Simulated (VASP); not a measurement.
# Sc in VASP: further runs

One slab, Sc, is run at these levels: PBE; tasks: single point.

Program: VASP 6.6.1. These are calculated values, not measurements. Logs are shortened: lines on timing, memory, paths and dates and some standing lists are left out, and cuts for length are marked.

**1. Starting point**

The cell holds a slab with vacuum, 5 atoms: a = 3.211 Å, b = 3.211 Å, c = 25.487 Å, α = 90.00°, β = 90.00°, γ = 120.00°.

The slab is cut from a database's or a generator's crystal, which needn't be the stable form of the element.

**2. Single point, PBE**

The input, INCAR:

```
PREC = Accurate ; ENCUT = 460
EDIFF = 1E-7 ; ISMEAR = 1
SIGMA = 0.1 ; LREAL = False
LASPH = True ; NELM = 120
ALGO = Normal ; ISIF = 2
LWAVE = False ; LCHARG = False
LDIPOL = True ; IDIPOL = 3
DIPOL = 0.5 0.5 0.500 ; GGA = PE
NBANDS = 40 ; LVHAR = True
LVACPOTAV = True
```

The input, KPOINTS:

```
Automatic mesh
0
Gamma
  12 12 1
```

The input, POSCAR:

```
Sc
1.0
    3.2109718934      0.0000000000      0.0000000000
   -1.6054859467      2.7807832305      0.0000000000
    0.0000000000      0.0000000000     25.4869902896
Sc
5
Direct
    0.6666666667      0.3333333333      0.2942677780
    0.3333333333      0.6666666667      0.3971338890
    0.0000000000      0.0000000000      0.5000000000
    0.6666666667      0.3333333333      0.6028661110
    0.3333333333      0.6666666667      0.7057322220
```

Potentials or basis: VASP PAW PBE potentials, release 64 (Sc_sv).

Run with:

```
$ cat potpaw_PBE.64/Sc_sv/POTCAR > POTCAR
$ mpirun -np 1 vasp_std > vasp.out
```

OUTCAR:

```text
PREC = Accurate
   ENCUT = 460
   EDIFF = 1E-7
   ISMEAR = 1
   LREAL = False
   LASPH = True
   NELM = 120
   ISIF = 2
   GGA = PE

 Found     19 irreducible k-points:

 Following reciprocal coordinates:
            Coordinates               Weight
  0.000000  0.000000  0.000000      1.000000
  0.083333  0.000000  0.000000      6.000000
  0.166667  0.000000  0.000000      6.000000
  0.250000  0.000000  0.000000      6.000000
  0.333333 -0.000000  0.000000      6.000000
  0.416667 -0.000000  0.000000      6.000000
   k-points           NKPTS =     19   k-points in BZ     NKDIM =     19   number of bands    NBANDS=     40
   number of dos      NEDOS =    301   number of ions     NIONS =      5
   total plane-waves  NPLWV = 103680
   dimension x,y,z NGX =    24 NGY =   24 NGZ =  180
   dimension x,y,z NGXF=    48 NGYF=   48 NGZF=  360
   ions per type =               5
   NGX,Y,Z   is equivalent  to a cutoff of  12.43, 12.43, 11.74 a.u.
   NGXF,Y,Z  is equivalent  to a cutoff of  24.85, 24.85, 23.48 a.u.
 SYSTEM =  unknown system
   PREC   = accura    normal or accurate (medium, high low for compatibility)
   ISTART =      0    job   : 0-new  1-cont  2-samecut
   ICHARG =      2    charge: 1-file 2-atom 10-const
   ISPIN  =      1    spin polarized calculation?
   LNONCOLLINEAR =      F non collinear calculations
   LSORBIT =      F    spin-orbit coupling
   LASPH  =      T    aspherical Exc in radial PAW
   ENCUT  =  460.0 eV  33.81 Ry    5.81 a.u.   5.62  5.62 44.57*2*pi/ulx,y,z
   NELM   =    120;   NELMIN=  2; NELMDL= -5     # of ELM steps
   EDIFF  = 0.1E-06   stopping-criterion for ELM
   LREAL  =      F    real-space projection
   EDIFFG = 0.1E-05   stopping-criterion for IOM
   NSW    =      0    number of steps for IOM
   IBRION =     -1    ionic relax: 0-MD 1-quasi-New 2-CG
   NFREE  =      0    steps in history (QN), initial steepest desc. (CG)
   ISIF   =      2    stress and relaxation
   ISYM   =      2    0-nonsym 1-usesym 2-fastsym
   POTIM  = 0.5000    time-step for ionic-motion
   TEBEG  =    0.0;   TEEND  =   0.0 temperature during run
   PSTRESS=    0.0 pullay stress
   NELECT =      55.0000    total number of electrons
   NUPDOWN=      -1.0000    fix difference up-down
   EMIN   =  10.00;   EMAX   =-10.00  energy-range for DOS
   EFERMI =   0.00;   METHOD = LEGACY
   ISMEAR =     1;   SIGMA  =   0.10  broadening in eV -4-tet -1-fermi 0-gaus
   EFERMI_NEDOS =   21; number of points for ismear=-14 and -15
   IALGO  =     38    algorithm
   IMIX   =      4    mixing-type and parameters
     AMIX     =   0.40;   BMIX     =  1.00
     AMIX_MAG =   1.60;   BMIX_MAG =  1.00
  volume/ion in A,a.u.               =      45.51       307.15
  Fermi-wavevector in a.u.,A,eV,Ry     =   1.019737  1.927024 14.148212  1.039864
  Thomas-Fermi vector in A             =   2.153268
   LORBIT       =      0    0 simple, 1 ext, 2 COOP (PROOUT), +10 PAW based schemes
   GGA     = PE    functional components
   LHFCALC =     F    Hartree Fock is set to
   AEXX    =    0.0000 exact exchange contribution
   IVDW    =     0    specifies the selected vdW correction
   LEPSILON=     F    determine dielectric tensor
   LRPA    =     F    only Hartree local field effects (RPA)
 non-spin polarized calculation
 Methfessel and Paxton  Order N= 1 SIGMA  =   0.10
  energy-cutoff  :      460.00
  volume of cell :      227.57
 maximum number of plane-waves:      5150
 NGX is ok and might be reduce to    24
   NGX = 11   NGY = 11   NGZ = 89

 dipolmoment           0.000000      0.000000      0.000000 electrons x Angstroem

 number of electron      55.0000004 magnetization

 dipolmoment           0.000000      0.000000     -0.000000 electrons x Angstroem

 Free energy of the ion-electron system (eV)
  ---------------------------------------------------
  ext. energy  EPLUGINS =         0.00000000
  ---------------------------------------------------
  free energy    TOTEN  =       -29.59351094 eV

  energy without entropy =      -29.58403063  energy(sigma->0) =      -29.59035084

 E-fermi :   0.4765     XC(G=0):  -5.9576

 val. band max:        0.4732614006   @ k =   0.2500   0.1667   0.0000
 cond. band min:       0.4806441670   @ k =   0.4167   0.0833   0.0000
 fundamental gap:      0.0073827664
 Fermi energy:         0.4765026109

 k-point     1 :       0.0000    0.0000    0.0000
  band No.  band energies     occupation
      1     -49.2408      2.00000
      2     -49.2408      2.00000
      3     -48.8291      2.00000
      4     -48.7630      2.00000
      5     -48.7525      2.00000
      6     -27.9666      2.00000
      7     -27.9642      2.00000
      8     -27.6595      2.00000
      9     -27.6595      2.00000
     10     -27.6595      2.00000
     11     -27.6595      2.00000
     12     -27.6028      2.00000
     13     -27.4031      2.00000
     14     -27.2798      2.00000
     15     -27.2798      2.00000
     16     -27.2699      2.00000
     17     -27.2091      2.00000
     18     -27.2091      2.00000
     19     -27.2024      2.00000
     20     -27.2024      2.00000
     21      -4.6157      2.00000
     22      -4.0818      2.00000
     23      -3.3390      2.00000
     24      -2.4204      2.00000
     25      -1.6452      2.00000
     26       0.4898      0.77698
     27       0.5046      0.54488
     28       0.8188     -0.00001
     29       1.0659     -0.00000
     30       1.5379     -0.00000
     31       1.9198     -0.00000
     32       1.9198     -0.00000
     33       1.9512     -0.00000
     34       1.9512     -0.00000
     35       1.9562     -0.00000
     36       2.1451     -0.00000
     37       2.1454     -0.00000
     38       2.2165     -0.00000
     39       2.2566     -0.00000

 k-point     2 :       0.0833    0.0000    0.0000
  band No.  band energies     occupation
      1     -49.2375      2.00000
      2     -49.2375      2.00000
      3     -48.8253      2.00000
      4     -48.7598      2.00000
      5     -48.7499      2.00000
      6     -27.9618      2.00000
      7     -27.9598      2.00000
      8     -27.6853      2.00000
      9     -27.6846      2.00000
     10     -27.6651      2.00000
     11     -27.6651      2.00000
     12     -27.5953      2.00000
     13     -27.4053      2.00000
     14     -27.2993      2.00000
     15     -27.2862      2.00000
     16     -27.2756      2.00000
     17     -27.2284      2.00000
     18     -27.2252      2.00000
     19     -27.2146      2.00000
     20     -27.2071      2.00000
     21      -4.4538      2.00000
     22      -3.9241      2.00000
     23      -3.1865      2.00000
     24      -2.2739      2.00000
     25      -1.4985      2.00000
     26       0.5097      0.47091
     27       0.5157      0.38960
     28       0.7426     -0.00110
     29       1.0270     -0.00000
     30       1.4781     -0.00000
     31       1.7767     -0.00000
     32       1.7972     -0.00000
     33       1.9674     -0.00000
     34       2.0229     -0.00000
     35       2.0287     -0.00000
     36       2.0621     -0.00000
     37       2.1577     -0.00000
     38       2.2384     -0.00000
     39       2.2848     -0.00000

 k-point     3 :       0.1667    0.0000    0.0000
  band No.  band energies     occupation
      1     -49.2286      2.00000
      2     -49.2286      2.00000
      3     -48.8149      2.00000
      4     -48.7510      2.00000
      5     -48.7426      2.00000
      6     -27.9490      2.00000
      7     -27.9479      2.00000
      8     -27.7525      2.00000
      9     -27.7518      2.00000
     10     -27.6803      2.00000
     11     -27.6803      2.00000
     12     -27.5777      2.00000
     13     -27.4270      2.00000
     14     -27.3398      2.00000
     15     -27.3092      2.00000
     16     -27.3036      2.00000
     17     -27.2895      2.00000
     18     -27.2573      2.00000
     19     -27.2297      2.00000
     20     -27.2202      2.00000
     21      -3.9866      2.00000
     22      -3.4725      2.00000
     23      -2.7552      2.00000
     24      -1.8682      2.00000
     25      -1.0993      2.00000
     26       0.3887      2.01475
     27       0.5131      0.42408
     28       0.6814     -0.01361
     29       0.9442     -0.00000
     30       1.3018     -0.00000
     31       1.4405     -0.00000
     32       1.4942     -0.00000
     33       1.7061     -0.00000
     34       1.8873     -0.00000
     35       2.0765     -0.00000
     36       2.3043     -0.00000
     37       2.3523     -0.00000
     38       2.3642     -0.00000
     39       2.4510     -0.00000

 k-point     4 :       0.2500    0.0000    0.0000
  band No.  band energies     occupation
      1     -49.2164      2.00000
      2     -49.2164      2.00000
      3     -48.8004      2.00000
      4     -48.7389      2.00000
      5     -48.7327      2.00000
      6     -27.9325      2.00000
      7     -27.9320      2.00000
      8     -27.8418      2.00000
      9     -27.8415      2.00000
     10     -27.7011      2.00000
     11     -27.7011      2.00000
     12     -27.5584      2.00000
     13     -27.4946      2.00000
     14     -27.3878      2.00000
     15     -27.3784      2.00000
     16     -27.3395      2.00000
     17     -27.3270      2.00000
     18     -27.2738      2.00000
     19     -27.2502      2.00000
     20     -27.2381      2.00000
     21      -3.2723      2.00000
     22      -2.7964      2.00000
     23      -2.1350      2.00000
     24      -1.3260      2.00000
     25      -0.5998      2.00000
     26       0.1489      2.00004
     27       0.4010      1.95524
     28       0.6175     -0.06284
     29       0.8406     -0.00000
     30       1.0029     -0.00000
     31       1.0968     -0.00000
     32       1.1878     -0.00000
     33       1.4555     -0.00000
     34       1.8454     -0.00000
     35       2.1440     -0.00000
     36       2.3904     -0.00000
     37       2.4957      0.00000
     38       2.5782      0.00000
     39       2.6458      0.00000

 k-point     5 :       0.3333   -0.0000    0.0000
  band No.  band energies     occupation
      1     -49.2042      2.00000
      2     -49.2041      2.00000
      3     -48.7858      2.00000
      4     -48.7268      2.00000
      5     -48.7229      2.00000
      6     -27.9320      2.00000
      7     -27.9318      2.00000
      8     -27.9147      2.00000
      9     -27.9144      2.00000
     10     -27.7218      2.00000
     11     -27.7218      2.00000
     12     -27.5776      2.00000
     13     -27.5575      2.00000
     14     -27.4708      2.00000
     15     -27.4181      2.00000
     16     -27.3501      2.00000
     17     -27.3467      2.00000
     18     -27.2888      2.00000
     19     -27.2706      2.00000
     20     -27.2560      2.00000
     21      -2.4181      2.00000
     22      -2.0309      2.00000
     23      -1.5155      2.00000
     24      -0.9080      2.00000
     25      -0.3041      2.00000
     26      -0.0212      2.00000
     27       0.1620      2.00008
     28       0.4334      1.66040
     29       0.7112     -0.00447
     30       0.8005     -0.00005
     31       0.9042     -0.00000
     32       1.1969     -0.00000
     33       1.5105     -0.00000
     34       1.7968     -0.00000
     35       2.0512     -0.00000
     36       2.2597     -0.00000
     37       2.4981      0.00000
     38       2.8109      0.00000
     39       2.8306      0.00000

 k-point     6 :       0.4167   -0.0000    0.0000
  band No.  band energies     occupation
      1     -49.1952      2.00000
      2     -49.1951      2.00000
      3     -48.7749      2.00000
      4     -48.7179      2.00000
      5     -48.7159      2.00000
      6     -27.9938      2.00000
      7     -27.9936      2.00000
      8     -27.9063      2.00000
      9     -27.9058      2.00000
     10     -27.7369      2.00000
     11     -27.7369      2.00000
     12     -27.6405      2.00000
     13     -27.5820      2.00000
     14     -27.5311      2.00000
     15     -27.4126      2.00000
     16     -27.3669      2.00000
     17     -27.3541      2.00000
     18     -27.3012      2.00000
     19     -27.2855      2.00000
     20     -27.2692      2.00000
     21      -1.6073      2.00000
     22      -1.3761      2.00000
     23      -1.1484      2.00000
     24      -0.8124      2.00000
     25      -0.4264      2.00000
     26      -0.0871      2.00000
     27      -0.0109      2.00000
     28       0.2284      2.00251
     29       0.5470      0.07668
     30       0.9396     -0.00000
     31       0.9920     -0.00000
     32       1.4473     -0.00000
     33       1.6194     -0.00000
     34       1.8882     -0.00000
     35       1.9214     -0.00000
     36       2.1353     -0.00000
     37       2.4093     -0.00000
     38       2.8948      0.00000
     39       3.2143      0.00000

 [... further k-points ...]

 [bands above 39 left out]

------------------------ aborting loop because EDIFF is reached ----------------------------------------

  FORCE on cell =-STRESS in cart. coord.  units (eV):
  Direction    XX          YY          ZZ          XY          YZ          ZX
  --------------------------------------------------------------------------------------
  -------------------------------------------------------------------------------------
  Total        1.3382326      1.3382326      0.9003698      0.0000000      0.0000000      0.0000000
  in kB        9.4214987      9.4214987      6.3388330      0.0000000      0.0000000      0.0000000
  external PRESSURE =       8.3939435 kB  Pullay stress =       0.0000000 kB

 VOLUME and BASIS-vectors are now :
 -----------------------------------------------------------------------------
  energy-cutoff  :      460.00
  volume of cell :      227.57
      direct lattice vectors                 reciprocal lattice vectors
     3.210971893  0.000000000  0.000000000     0.311432187  0.179805457  0.000000000
    -1.605485947  2.780783230  0.000000000     0.000000000  0.359610914  0.000000000
     0.000000000  0.000000000 25.486990290     0.000000000  0.000000000  0.039235704

 POSITION                                       TOTAL-FORCE (eV/Angst)
 -----------------------------------------------------------------------------------
      1.60549      0.92693      7.50000        -0.000000      0.000000      0.032640
     -0.00000      1.85386     10.12175         0.000000     -0.000000     -0.248102
      0.00000      0.00000     12.74350        -0.000000      0.000000     -0.000000
      1.60549      0.92693     15.36524        -0.000000      0.000000      0.248102
     -0.00000      1.85386     17.98699         0.000000     -0.000000     -0.032640
 -----------------------------------------------------------------------------------
    total drift:                                0.000000     -0.000000      0.000000

  FREE ENERGIE OF THE ION-ELECTRON SYSTEM (eV)
  ---------------------------------------------------
  free  energy   TOTEN  =       -29.5935109409 eV

  energy  without entropy=      -29.5840306270  energy(sigma->0) =      -29.59035084

 vacuum level on the upper side and lower side of the slab         4.109         4.109
```

It took 4.1 min on 1 thread of Intel Xeon Platinum 8488C (Sapphire Rapids), shared host; peak memory 0.34 GiB.

These settings aren't checked as converged: the numbers below hold their error.

Results:

| Property | Result |
| --- | --- |
| Free energy | -29.5935 eV |
| Largest force | 0.248 eV/Å |
| Band gap on the k mesh | none (metal or under the smearing width) |
| Work function of the upper face | 3.63 eV |
| Work function of the lower face | 3.63 eV |

**3. Single point, PBE**

This run uses another cell than the first one, of 40.16 Å³/atom, 0.882 times its volume.

INCAR is that of step 2.

The input, KPOINTS:

```
Automatic mesh
0
Gamma
  15 15 1
```

The input, POSCAR:

```
Sc
1.0
    3.2109718934      0.0000000000      0.0000000000
   -1.6054859467      2.7807832305      0.0000000000
    0.0000000000      0.0000000000     22.4869902896
Sc
5
Direct
    0.6666666667      0.3333333333      0.2668209450
    0.3333333333      0.6666666667      0.3834104725
    0.0000000000      0.0000000000      0.5000000000
    0.6666666667      0.3333333333      0.6165895275
    0.3333333333      0.6666666667      0.7331790550
```

Potentials or basis: VASP PAW PBE potentials, release 64 (Sc_sv).

Run with:

```
$ cat potpaw_PBE.64/Sc_sv/POTCAR > POTCAR
$ mpirun -np 1 vasp_std > vasp.out
```

Wall time 4.5 min (1 thread of Intel Xeon Platinum 8488C (Sapphire Rapids), shared host); peak memory 0.34 GiB.

These settings aren't checked as converged: the numbers below hold their error.

Results:

```
Free energy                     : -29.5941 eV
Largest force                   : 0.245 eV/Å
Band gap on the k mesh          : none (metal or under the smearing width)
Work function of the upper face : 3.60 eV
Work function of the lower face : 3.60 eV
```
